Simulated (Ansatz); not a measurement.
# PbSe under changes of volume

One of the cells (26.556 Å³/atom); the others are scaled copies at fixed shape and fractional positions:

```
CELL_PARAMETERS angstrom
3.75892 0.00000 0.00000
0.00000 3.75892 0.00000
0.00000 0.00000 3.75892
ATOMIC_POSITIONS crystal
Pb 0.00000 0.00000 0.00000
Se 0.50000 0.50000 0.50000
```

Measurements of this composition are mostly on another form, of space group No. 225.

```yaml
Program: Ansatz 0.2.0
Functional: PBE0
Potentials_or_basis: Ansatz PAW
Cutoff: "420 eV (not typed: the program's choice for these potentials)"
k_mesh: 4 × 4 × 4
Occupations: fermi-dirac, width 0.05 eV
Spin: no spin polarisation
```

```tsv
volume (Å³/atom)	energy over the lowest point (meV/atom)	pressure (GPa)
25.472	4.23	1.6
26.014	1.00	0.3
26.556	0.00	0.1
27.098	1.66	-1.0
27.640	?	?
```

Q: What does the run at 27.640 Å³/atom give?

A: Energy over the lowest point 6.89 meV/atom; pressure -2.0 GPa.

Worked out: A Birch-Murnaghan fit of order 2 (a polynomial in V^(-2/3)) to the other rows has its minimum at 26.46 Å³/atom with B0 = V·E''(V) = 34 GPa. It gives 5.24 meV/atom at 27.640 Å³/atom, against the run's 6.89, and -dE/dV = -1.4 GPa, against -2.0.

Energies are extrapolated to zero smearing.

Caveats: all runs use coarse meshes; the PAW data sets come from PBE, with cores solved anew for the run's functional, which leaves a small shift of forces and pressure; the thresholds are loose for stress.
